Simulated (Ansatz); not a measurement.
How the functional moves the response of GaAs (F-43m) (r²SCAN, LDA and PBEsol)

```yaml
crystal:
  lattice:
    - [0.00000, 2.83343, 2.83343]
    - [2.83343, 0.00000, 2.83343]
    - [2.83343, 2.83343, 0.00000]
  atoms:
    - { symbol: Ga, position: [0.00000, 0.00000, 0.00000] }
    - { symbol: As, position: [0.75000, 0.75000, 0.75000] }
```

This cell (22.75 Å³ an atom) was relaxed by PAW under r²SCAN, and each functional gets its own cell relaxed so. Quantity: harmonic phonons by finite displacements (no LO-TO term; negative means unstable), on a 2×2×2 q mesh.

Runs: (1) r²SCAN, PAW on Ansatz 0.2.0's default frozen-core files (fitted under PBE), scalar-relativistic; k mesh 8×8×8, fixed occupations, cutoff 500 eV. (2) LDA, PAW on Ansatz 0.2.0's default frozen-core files (fitted under PBE), scalar-relativistic; k mesh 8×8×8, fixed occupations, cutoff 420 eV. (3) PBEsol, PAW on Ansatz 0.2.0's default frozen-core files (fitted under PBE), scalar-relativistic; k mesh 8×8×8, fixed occupations, cutoff 420 eV.

Under r²SCAN: highest mode = 265 cm⁻¹, lowest at L = 63.9 cm⁻¹, lowest at X = 82.2 cm⁻¹, highest at Γ = 265 cm⁻¹.

Q: Which way does LDA move the volume, and by how much?

A: a = 5.603 Å, 21.99 Å³ an atom: 3.4 % smaller.

Q: What does LDA give for these quantities?

A: 

```tsv
quantity	r²SCAN	LDA	change
highest mode	265 cm⁻¹	269 cm⁻¹	+1 %
lowest at L	63.9 cm⁻¹	59.1 cm⁻¹	-7 %
lowest at X	82.2 cm⁻¹	75.2 cm⁻¹	-9 %
highest at Γ	265 cm⁻¹	269 cm⁻¹	+1 %
```

Q: Which way does PBEsol move the volume, and by how much?

A: a = 5.658 Å, 22.65 Å³ an atom: 0.4 % smaller.

Q: What does PBEsol give for these quantities?

A: 

```
    quantity     r²SCAN     PBEsol     change
highest mode   265 cm⁻¹   263 cm⁻¹  under 1 %
 lowest at L  63.9 cm⁻¹  57.9 cm⁻¹       -9 %
 lowest at X  82.2 cm⁻¹  73.1 cm⁻¹      -11 %
highest at Γ   265 cm⁻¹   263 cm⁻¹  under 1 %
```

Caveats: frozen-core PAW files fitted under PBE, their cores solved anew for the functional of the run.
